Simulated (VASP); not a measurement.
# A VASP study of PbF2 (PBEsol): structure first, properties next, part 4 of 8

How well does PBEsol reproduce what experiment finds for PbF2? The cell is relaxed first, and properties follow on it. The start is a cell from a database of measured crystal structures.

VASP 6.6.1; PBEsol; plane waves and PAW (Pb_d, F).

So far, gap on the k-mesh (eV): step 2 (full relaxation (PBEsol)) 4.22.

The database entry behind the starting cell differs from later determinations by our own check (about 0.2 % short), so it need not match the best structure at ambient conditions.

## (6) Total and projected DOS (PBEsol)

Here the states are counted by energy and projected on the atoms. The mesh is finer than in the run before.

INCAR reads:

```
SYSTEM = PbF2
PREC = Accurate
ENCUT = 520
EDIFF = 1E-06
NELM = 100
ISMEAR = -5
SIGMA = 0.05
LREAL = .FALSE.
ALGO = Normal
GGA = PS
NBANDS = 85
LORBIT = 11
LWAVE = .FALSE.
LCHARG = .FALSE.
KPAR = 8
NEDOS = 2001
```

POSCAR reads:

```
PbF2
1.0
    6.3983080314      0.0000000000      0.0000000000
    0.0000000000      3.8588839109      0.0000000000
    0.0000000000      0.0000000000      7.6407759165
Pb F
4 8
Direct
    0.7438687810      0.7500000000      0.1052510228
    0.2561312190      0.2500000000      0.8947489772
    0.7561312190      0.2500000000      0.6052510228
    0.2438687810      0.7500000000      0.3947489772
    0.1407002138      0.7500000000      0.0670908324
    0.8592997862      0.2500000000      0.9329091676
    0.3592997862      0.2500000000      0.5670908324
    0.6407002138      0.7500000000      0.4329091676
    0.5239141385      0.7500000000      0.8474349737
    0.4760858615      0.2500000000      0.1525650263
    0.9760858615      0.2500000000      0.3474349737
    0.0239141385      0.7500000000      0.6525650263
```

KPOINTS reads:

```
Automatic mesh
0
Gamma
6 10 5
0 0 0
```

Potentials, in the order of the species: Pb_d and F (PBE family, release 64).

Run with:

```console
> mpirun -np 8 vasp_std
```

The log of the run:

```text
[... set-up lines as in an earlier step ...]
 entering main loop
       N       E                     dE             d eps       ncg     rms          rms(c)
DAV:   1     0.167687724126E+04    0.16769E+04   -0.51067E+04 12330   0.159E+03
DAV:   2     0.243872411395E+03   -0.14330E+04   -0.12913E+04 13032   0.483E+02
DAV:   3    -0.466072153305E+02   -0.29048E+03   -0.27521E+03 12854   0.224E+02
DAV:   4    -0.651222366436E+02   -0.18515E+02   -0.18284E+02 14672   0.621E+01
DAV:   5    -0.657192054101E+02   -0.59697E+00   -0.59634E+00 14696   0.116E+01    0.139E+01
DAV:   6    -0.596654400218E+02    0.60538E+01   -0.15256E+01 18016   0.214E+01    0.498E+00
DAV:   7    -0.596533599071E+02    0.12080E-01   -0.18140E+00 13614   0.468E+00    0.310E+00
DAV:   8    -0.596067199538E+02    0.46640E-01   -0.44583E-01 13603   0.344E+00    0.112E+00
DAV:   9    -0.595895551561E+02    0.17165E-01   -0.62855E-02 18678   0.116E+00    0.172E-01
DAV:  10    -0.595912331445E+02   -0.16780E-02   -0.53705E-03 15547   0.399E-01    0.786E-02
DAV:  11    -0.595913628893E+02   -0.12974E-03   -0.23249E-04 15291   0.961E-02    0.282E-02
DAV:  12    -0.595913847248E+02   -0.21835E-04   -0.68902E-05 15443   0.423E-02    0.105E-02
DAV:  13    -0.595913847397E+02   -0.14947E-07   -0.96747E-06 15872   0.205E-02
   1 F= -.59591385E+02 E0= -.59591385E+02  d E =0.000000E+00
```

Wall time 1.9 min (8 MPI ranks of Intel Xeon 6975P-C (Granite Rapids), shared host); peak memory 6.8 GiB.

From OUTCAR (step 6):

```text
   k-points           NKPTS =     72   k-points in BZ     NKDIM =     72   number of bands    NBANDS=     85

   NELECT =     112.0000    total number of electrons

 E-fermi :   2.7512

 k-point     1 :       0.0000    0.0000    0.0000
  band No.  band energies     occupation
    ...
     52       0.8480      2.00000
     53       0.9257      2.00000
     54       2.3466      2.00000
     55       2.4347      2.00000
     56       2.4948      2.00000
     57       6.9445      0.00000
     58       7.5153      0.00000
     59       8.3257      0.00000
     60       8.3490      0.00000
     61       9.4609      0.00000
    ...

  Total       -0.0350082     -0.0443435      0.0475132      0.0000000      0.0000000      0.0000000
  in kB       -0.2973141     -0.3765964      0.4035158      0.0000000      0.0000000      0.0000000
  external PRESSURE =      -0.0901316 kB  Pullay stress =       0.0000000 kB

 POSITION                                       TOTAL-FORCE (eV/Angst)
 -----------------------------------------------------------------------------------
      4.75950      2.89416      0.80420         0.001050     -0.000000     -0.000017
      1.63881      0.96472      6.83658        -0.001050      0.000000      0.000017
      4.83796      0.96472      4.62459        -0.001050     -0.000000     -0.000017
      1.56035      2.89416      3.01619         0.001050     -0.000000      0.000017
      0.90024      2.89416      0.51263         0.000893      0.000000     -0.001254
      5.49806      0.96472      7.12815        -0.000893     -0.000000      0.001254
      2.29891      0.96472      4.33301        -0.000893     -0.000000     -0.001254
      4.09940      2.89416      3.30776         0.000893      0.000000      0.001254
      3.35216      2.89416      6.47506        -0.000470      0.000000     -0.008626
      3.04614      0.96472      1.16572         0.000470     -0.000000      0.008626
      6.24530      0.96472      2.65467         0.000470     -0.000000     -0.008626
      0.15301      2.89416      4.98610        -0.000470     -0.000000      0.008626
 -----------------------------------------------------------------------------------
    total drift:                                0.000000      0.000000      0.000000

  FREE ENERGIE OF THE ION-ELECTRON SYSTEM (eV)
  ---------------------------------------------------
  free  energy   TOTEN  =       -59.5913847397 eV

  energy  without entropy=      -59.5913847397  energy(sigma->0) =      -59.59138474

[... 7 parts as in an earlier step ...]

[... 9 further parts left out ...]
```

This step gave:

| Quantity | Value |
| --- | --- |
| irreducible k-points | 72 |
| free energy (TOTEN) | -59.5914 eV |
| Fermi energy | 2.751 eV |
| pressure | -0.009013 GPa |
| valence top at k | 0, 0.4, 0 |
| least direct gap at k | 0, 0, 0 |
| gap on the k-mesh | 4.200 eV |

The density of states has structure finer than the step of the table below, so its rows give means over 1 eV, whole bins alone (the curve runs from -12.0 to 6.56 eV). Peaks (eV: height): total -3.6: 18.4, -2.7: 18.3, -1.9: 54.6, -0.4: 13.6; F p -3.6: 11.4, -2.7: 12.8, -1.9: 42.9, -0.4: 7.62; Pb p -3.9: 0.974, 4.6: 3.12; Pb s -6.6: 6.20, -6.3: 5.33, -0.4: 3.86.

States under -12.0 eV and over 6.6 eV are left out. Density of states against energy, zero at the valence-band top; means over each step; values in states/eV/cell:

```
energy (eV)   total      F p     Pb p     Pb s
         -8       0        0        0        0
         -7    3.43    0.723  0.00558     1.63
         -6    4.48    0.853  0.00861     2.23
         -5  0.0853  0.00700   6.0e-5   0.0506
         -4    7.91     4.77    0.475   0.0183
         -3    12.6     8.42    0.510   0.0510
         -2    19.6     15.1    0.136   0.0553
         -1    3.77     2.22   0.0423    0.892
          0    4.05     2.28   0.0339     1.17
          1       0        0        0        0
          2       0        0        0        0
          3       0        0        0        0
          4   0.433   0.0583    0.146  0.00327
          5    6.04    0.785     2.16   0.0927
          6    3.24    0.527     1.27   0.0399
```

The gap on this mesh is 4.20 eV. In the top eV of the valence band the largest shares in the PAW spheres are F p 57 % and Pb s 27 %. The rest lies in smaller channels or between the spheres.

## (7) Volume scan with PBEsol, volume scale 0.94

An equation of state needs energies on both sides of the minimum, all on one mesh and cutoff.

INCAR reads:

```
SYSTEM = PbF2
PREC = Accurate
ENCUT = 520
EDIFF = 1E-06
NELM = 100
ISMEAR = 0
SIGMA = 0.05
LREAL = .FALSE.
ALGO = Normal
GGA = PS
NBANDS = 69
LORBIT = 11
LWAVE = .FALSE.
LCHARG = .FALSE.
KPAR = 8
ISIF = 2
```

Edit POSCAR of step 6 so:

```diff
@@ -2,5 +2,5 @@
 1.0
-    6.3983080314      0.0000000000      0.0000000000
-    0.0000000000      3.8588839109      0.0000000000
-    0.0000000000      0.0000000000      7.6407759165
+    6.2676936668      0.0000000000      0.0000000000
+    0.0000000000      3.7801090743      0.0000000000
+    0.0000000000      0.0000000000      7.4847979476
 Pb F
```

KPOINTS reads:

```
Automatic mesh
0
Gamma
4 7 4
0 0 0
```

Run with:

```console
> mpirun -np 8 vasp_std
```

The log of the run:

```text
[... set-up lines as in an earlier step ...]
 entering main loop
       N       E                     dE             d eps       ncg     rms          rms(c)
DAV:   1     0.177072697345E+04    0.17707E+04   -0.54095E+04  4981   0.201E+03
DAV:   2     0.268128940117E+03   -0.15026E+04   -0.14182E+04  5344   0.591E+02
DAV:   3    -0.419954674926E+02   -0.31012E+03   -0.29463E+03  5742   0.279E+02
DAV:   4    -0.645272342343E+02   -0.22532E+02   -0.22274E+02  6480   0.800E+01
DAV:   5    -0.650471596293E+02   -0.51993E+00   -0.51910E+00  5679   0.127E+01    0.137E+01
DAV:   6    -0.594006146598E+02    0.56465E+01   -0.20430E+01  7041   0.264E+01    0.471E+00
DAV:   7    -0.594085957293E+02   -0.79811E-02   -0.16670E+00  5321   0.519E+00    0.293E+00
DAV:   8    -0.593776248752E+02    0.30971E-01   -0.36843E-01  5389   0.387E+00    0.886E-01
DAV:   9    -0.593650337629E+02    0.12591E-01   -0.55652E-02  7619   0.130E+00    0.150E-01
DAV:  10    -0.593666285287E+02   -0.15948E-02   -0.59504E-03  5648   0.360E-01    0.587E-02
DAV:  11    -0.593666915678E+02   -0.63039E-04   -0.19663E-04  7659   0.103E-01    0.352E-02
DAV:  12    -0.593666999243E+02   -0.83565E-05   -0.91851E-05  6456   0.592E-02    0.102E-02
DAV:  13    -0.593667013308E+02   -0.14065E-05   -0.86027E-06  5838   0.266E-02    0.819E-03
DAV:  14    -0.593666990540E+02    0.22768E-05   -0.30469E-06  4078   0.148E-02    0.149E-03
DAV:  15    -0.593666990944E+02   -0.40358E-07   -0.13224E-06  2983   0.722E-03
   1 F= -.59366699E+02 E0= -.59366699E+02  d E =-.359398E-18
```

Elapsed: 55 s, on 8 MPI ranks; peak memory 3.9 GiB.

OUTCAR, selected parts (step 7):

```text
   ENCUT  =  520.0 eV  38.22 Ry    6.18 a.u.  11.65  7.03 13.92*2*pi/ulx,y,z

   NELECT =     112.0000    total number of electrons

 E-fermi :   3.8653

 k-point     1 :       0.0000    0.0000    0.0000
  band No.  band energies     occupation
    ...
     52       1.2965      2.00000
     53       1.3824      2.00000
     54       3.1560      2.00000
     55       3.2586      2.00000
     56       3.2931      2.00000
     57       7.7623      0.00000
     58       8.3817      0.00000
     59       9.2029      0.00000
     60       9.2319      0.00000
     61      10.4254      0.00000
    ...

  Total        6.4118323      6.6555475      6.7620939      0.0000000      0.0000000      0.0000000
  in kB       57.9296045     60.1315221     61.0941472      0.0000000      0.0000000      0.0000000
  external PRESSURE =      59.7184246 kB  Pullay stress =       0.0000000 kB

 POSITION                                       TOTAL-FORCE (eV/Angst)
 -----------------------------------------------------------------------------------
      4.66234      2.83508      0.78778         0.067005      0.000000      0.272059
      1.60535      0.94503      6.69702        -0.067005      0.000000     -0.272059
      4.73920      0.94503      4.53018        -0.067005      0.000000      0.272059
      1.52849      2.83508      2.95462         0.067005      0.000000     -0.272059
      0.88187      2.83508      0.50216        -0.004559      0.000000      0.058221
      5.38583      0.94503      6.98264         0.004559      0.000000     -0.058221
      2.25198      0.94503      4.24456         0.004559      0.000000      0.058221
      4.01571      2.83508      3.24024        -0.004559      0.000000     -0.058221
      3.28373      2.83508      6.34288         0.033489     -0.000000     -0.225465
      2.98396      0.94503      1.14192        -0.033489     -0.000000      0.225465
      6.11781      0.94503      2.60048        -0.033489     -0.000000     -0.225465
      0.14989      2.83508      4.88432         0.033489     -0.000000      0.225465
 -----------------------------------------------------------------------------------
    total drift:                                0.000000      0.000000      0.000000

  FREE ENERGIE OF THE ION-ELECTRON SYSTEM (eV)
  ---------------------------------------------------
  free  energy   TOTEN  =       -59.3666990944 eV

  energy  without entropy=      -59.3666990944  energy(sigma->0) =      -59.36669909

[... 4 parts as in an earlier step ...]

[... 12 further parts left out ...]
```

The scan keeps the cell's shape and the fractional positions fixed.

Numbers from this step:

```
SCF cycles                     : 15
bands                          : 69
irreducible k-points           : 36
free energy (TOTEN)            : -59.3667 eV
Fermi energy                   : 3.865 eV
pressure                       : 5.972 GPa
valence top at k               : 0, 0.4286, 0
gap on the k-mesh              : 4.192 eV
least direct gap on the k-mesh : 4.469 eV
```

Force by atom:

```
atom  x (eV/Å)  y (eV/Å)  z (eV/Å)   size
 Pb1     0.067     0.000     0.272  0.280
 Pb2    -0.067     0.000    -0.272  0.280
 Pb3    -0.067     0.000     0.272  0.280
 Pb4     0.067     0.000    -0.272  0.280
  F5    -0.005     0.000     0.058  0.058
  F6     0.005     0.000    -0.058  0.058
  F7     0.005     0.000     0.058  0.058
  F8    -0.005     0.000    -0.058  0.058
  F9     0.033     0.000    -0.225  0.228
 F10    -0.033     0.000     0.225  0.228
 F11    -0.033     0.000    -0.225  0.228
 F12     0.033     0.000     0.225  0.228
```

The pressure here is 5.97 GPa.

## (8) Volume scan with PBEsol, volume scale 0.96

INCAR is that of step 7.

Edit POSCAR of step 7 so:

```diff
@@ -2,5 +2,5 @@
 1.0
-    6.2676936668      0.0000000000      0.0000000000
-    0.0000000000      3.7801090743      0.0000000000
-    0.0000000000      0.0000000000      7.4847979476
+    6.3118338089      0.0000000000      0.0000000000
+    0.0000000000      3.8067304378      0.0000000000
+    0.0000000000      0.0000000000      7.5375095290
 Pb F
```

KPOINTS is that of step 7.

Run with:

```console
> mpirun -np 8 vasp_std
```

The log of the run:

```text
[... set-up lines as in an earlier step ...]
 entering main loop
       N       E                     dE             d eps       ncg     rms          rms(c)
DAV:   1     0.176030360636E+04    0.17603E+04   -0.54210E+04  4976   0.200E+03
DAV:   2     0.264656451072E+03   -0.14956E+04   -0.14132E+04  5354   0.587E+02
DAV:   3    -0.426915703107E+02   -0.30735E+03   -0.29293E+03  5720   0.277E+02
DAV:   4    -0.647648003790E+02   -0.22073E+02   -0.21777E+02  6456   0.792E+01
DAV:   5    -0.653131311468E+02   -0.54833E+00   -0.54753E+00  5615   0.129E+01    0.138E+01
DAV:   6    -0.595376113873E+02    0.57755E+01   -0.20998E+01  7022   0.264E+01    0.483E+00
DAV:   7    -0.595366404636E+02    0.97092E-03   -0.17320E+00  5366   0.523E+00    0.298E+00
DAV:   8    -0.595004490321E+02    0.36191E-01   -0.38816E-01  5361   0.385E+00    0.901E-01
DAV:   9    -0.594877270695E+02    0.12722E-01   -0.58762E-02  7459   0.128E+00    0.153E-01
DAV:  10    -0.594894367943E+02   -0.17097E-02   -0.63359E-03  5949   0.395E-01    0.581E-02
DAV:  11    -0.594894994643E+02   -0.62670E-04   -0.18766E-04  7507   0.993E-02    0.338E-02
DAV:  12    -0.594895108876E+02   -0.11423E-04   -0.84877E-05  6247   0.541E-02    0.979E-03
DAV:  13    -0.594895120727E+02   -0.11850E-05   -0.77408E-06  5774   0.247E-02    0.780E-03
DAV:  14    -0.594895098354E+02    0.22372E-05   -0.26383E-06  3747   0.149E-02    0.126E-03
DAV:  15    -0.594895099654E+02   -0.12996E-06   -0.12635E-06  2949   0.778E-03
   1 F= -.59489510E+02 E0= -.59489510E+02  d E =-.114963E-11
```

Elapsed: 57 s, on 8 MPI ranks; peak memory 4 GiB.

From OUTCAR (step 8):

```text
   ENCUT  =  520.0 eV  38.22 Ry    6.18 a.u.  11.74  7.08 14.01*2*pi/ulx,y,z

   NELECT =     112.0000    total number of electrons

 E-fermi :   3.4968

 k-point     1 :       0.0000    0.0000    0.0000
  band No.  band energies     occupation
    ...
     52       1.1400      2.00000
     53       1.2231      2.00000
     54       2.8717      2.00000
     55       2.9699      2.00000
     56       3.0140      2.00000
     57       7.4778      0.00000
     58       8.0803      0.00000
     59       8.9068      0.00000
     60       8.9171      0.00000
     61      10.0915      0.00000
    ...

  Total        4.0876318      4.2440365      4.3438002      0.0000000      0.0000000      0.0000000
  in kB       36.1615300     37.5451754     38.4277421      0.0000000      0.0000000      0.0000000
  external PRESSURE =      37.3781492 kB  Pullay stress =       0.0000000 kB

 POSITION                                       TOTAL-FORCE (eV/Angst)
 -----------------------------------------------------------------------------------
      4.69518      2.85505      0.79333         0.043056     -0.000000      0.174789
      1.61666      0.95168      6.74418        -0.043056     -0.000000     -0.174789
      4.77257      0.95168      4.56209        -0.043056     -0.000000      0.174789
      1.53926      2.85505      2.97542         0.043056     -0.000000     -0.174789
      0.88808      2.85505      0.50570        -0.002674     -0.000000      0.037133
      5.42376      0.95168      7.03181         0.002674     -0.000000     -0.037133
      2.26784      0.95168      4.27445         0.002674      0.000000      0.037133
      4.04399      2.85505      3.26306        -0.002674     -0.000000     -0.037133
      3.30686      2.85505      6.38755         0.021130     -0.000000     -0.147840
      3.00497      0.95168      1.14996        -0.021130     -0.000000      0.147840
      6.16089      0.95168      2.61879        -0.021130      0.000000     -0.147840
      0.15094      2.85505      4.91872         0.021130     -0.000000      0.147840
 -----------------------------------------------------------------------------------
    total drift:                                0.000000      0.000000     -0.000000

  FREE ENERGIE OF THE ION-ELECTRON SYSTEM (eV)
  ---------------------------------------------------
  free  energy   TOTEN  =       -59.4895099654 eV

  energy  without entropy=      -59.4895099654  energy(sigma->0) =      -59.48950997

[... 5 parts as in an earlier step ...]

[... 11 further parts left out ...]
```

This step gave:

| Property | Result |
| --- | --- |
| free energy (TOTEN) | -59.4895 eV |
| Fermi energy | 3.497 eV |
| pressure | 3.738 GPa |
| gap on the k-mesh | 4.205 eV |
| least direct gap on the k-mesh | 4.464 eV |

Force by atom:

```
atom  x (eV/Å)  y (eV/Å)  z (eV/Å)   size
 Pb1     0.043     0.000     0.175  0.180
 Pb2    -0.043     0.000    -0.175  0.180
 Pb3    -0.043     0.000     0.175  0.180
 Pb4     0.043     0.000    -0.175  0.180
  F5    -0.003     0.000     0.037  0.037
  F6     0.003     0.000    -0.037  0.037
  F7     0.003     0.000     0.037  0.037
  F8    -0.003     0.000    -0.037  0.037
  F9     0.021     0.000    -0.148  0.149
 F10    -0.021     0.000     0.148  0.149
 F11    -0.021     0.000    -0.148  0.149
 F12     0.021     0.000     0.148  0.149
```

The pressure falls from 5.97 to 3.74 GPa.

The run ends at a pressure of 3.74 GPa, with forces up to 0.18 eV/Å.

(Part 4 of 8 ends here.)

[Lines on the potential files, build, host, timing and source positions are cut from VASP's logs without a mark.]

[Logs are printed without paths, hosts, clocks, repeated set-up lines and the standing remarks that a program may print on its own settings, such as how far it seeks lower states.]

[Hosts, paths, dates, database ids (printed as entryN), source tags and the programs' standing remarks are cut or masked in the printed files.]

[Measured values are set beside computed ones only where the two were judged alike; some that the calculation misses by far are left out.]

[In band tables of VASP the shares of atoms and orbitals are scaled to a sum of 1 inside the atoms' spheres.]
